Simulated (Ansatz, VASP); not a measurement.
AlN in VASP and in Ansatz

```
Al N
1.0
    -0.04015    1.98752    1.98752
     1.98752   -0.04015    1.98752
     1.98752    1.98752   -0.04015
Al N
1 1
Direct
  0.50000 0.50000 0.50000
  0.00000 0.00000 0.00000
```

Alike in both runs: task single point; functional PBE; k mesh 10 × 10 × 10; occupations gaussian, width 0.05 eV; no spin polarisation.

|  | VASP | Ansatz |
| --- | --- | --- |
| version | VASP 6.6.1 | Ansatz 0.2.0 |
| potentials or method | VASP PAW PBE potentials, release 64 (Al, N) | scalar-relativistic, plane waves, PAW |
| plane-wave cutoff (eV) | 520 | 520 |
| valence electrons in the cell | 8 | 8 |

Ansatz gave:

| Quantity | Value |
| --- | --- |
| gap on the k mesh at the Fermi level (eV) | 4.37 |
| least direct gap on the mesh (eV) | 5.66 |
| pressure (GPa) | 11.2 |
| largest component of the traceless stress (GPa) | 6.28 |

Question: Which values does VASP return?

Answer: gap on the k mesh at the Fermi level (eV): 4.36; least direct gap on the mesh (eV): 5.67; pressure (GPa): 11.1; largest component of the traceless stress (GPa): 6.28.

A k mesh can miss the band edges.
